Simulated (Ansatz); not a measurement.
# Al (Fm-3m)

The calculation used DFT PBE, scalar-relativistic, plane waves, PAW (Ansatz).

Cutoff 420 eV; k points 28×28×28 on the computed 1-atom cell (Γ-centred); Gaussian smearing, width 0.10 eV; no spin polarisation.

The structure is relaxed at this level of theory with its symmetry kept, and needn't be the ground state of this composition.

```xyz
1
Lattice="-1.4289 1.4282 2.0200 1.4289 -1.4282 2.0200 1.4289 1.4282 -2.0200" Properties=species:S:1:pos:R:3 pbc="T T T"
Al    1.4289    0.0000    0.0000
```

(1) Energy over the standard state (uncorrected)?

(2) Kohn–Sham band gap?

(3) Density of states at the Fermi level?

(4) Orbital (Löwdin) character within 0.5 eV of the Fermi level?

(5) Bader charge by site (e)?

Results:

(1) +0.002 eV/atom.

(2) none (metal).

(3) 0.4 states/eV per cell.

(4) Al 3p 64 %, Al 3s 31 %, unprojected 6 %.

(5) Al (1 in the cell) 0.00.

The cell was reached from a generator's guess, though it ends in a space group that the Crystallography Open Database lists for this formula. Löwdin shares on free-atom orbitals overweight diffuse shells.
